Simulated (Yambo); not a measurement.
# BP in Yambo: convergence with bands in self energy

The system is BP.

```
P B
1.0
     0.00000    2.23833    2.23833
     2.23833    0.00000    2.23833
     2.23833    2.23833    0.00000
P B
1 1
Direct
  0.75000 0.75000 0.75000
  0.00000 0.00000 0.00000
```

The cell isn't the ideal one: cell squeezed.

| Property | Result |
| --- | --- |
| Program | Yambo 5.3.0 |
| Task | G0W0 quasiparticle levels |
| Functional | PBE |
| Potentials or basis | PseudoDojo 0.4 SR PBE stringent |
| Cutoff | 1034 eV |
| Density cutoff | 4136 eV |
| k mesh | 6 × 6 × 6 |
| Occupations | fixed |
| Spin | no spin polarisation |
| k mesh of the self-consistent run | 10 × 10 × 10 |
| Random integration of the Coulomb term | yes |
| Direction of the field or of q to 0 | x + y + z |
| Broadening | 0.1 eV |
| States corrected | Γ and the k points of the band edges |
| Frequency dependence of W | plasmon pole |
| Terminator of the band sum in the self-energy | none |
| Quasiparticle equation | linearised (Newton) |
| Imaginary frequency of the plasmon-pole fit | 27.2114 eV |
| Bands in the response | 104 |
| Bands in the self-energy | 9 |
| Cutoff of the response matrix | 12 Ry |
| Cutoff of exchange and Vxc | 76 Ry |
| Bands corrected (first, last) | [4, 6] |

These are the settings of the first run; the series varies bands in self energy, with any setting tied to it.

```tsv
bands in self energy	quasiparticle gap at the points computed (eV)
9	1.621
14	1.750
24	1.791
44	1.852
104	1.902
```

Against the tightest run, the quasiparticle gap at the points computed stays within 0.05 eV from 44 on. The tightest run that finished is the yardstick and may itself not be fully converged.

Caveat, for the tightest run too: this version prints the column dSc/dw multiplied by 27.2; the quasiparticle gap listed is the Kohn-Sham gap on the denser mesh of the self-consistent run plus the correction found on the GW mesh, so it differs from the gap in the log.
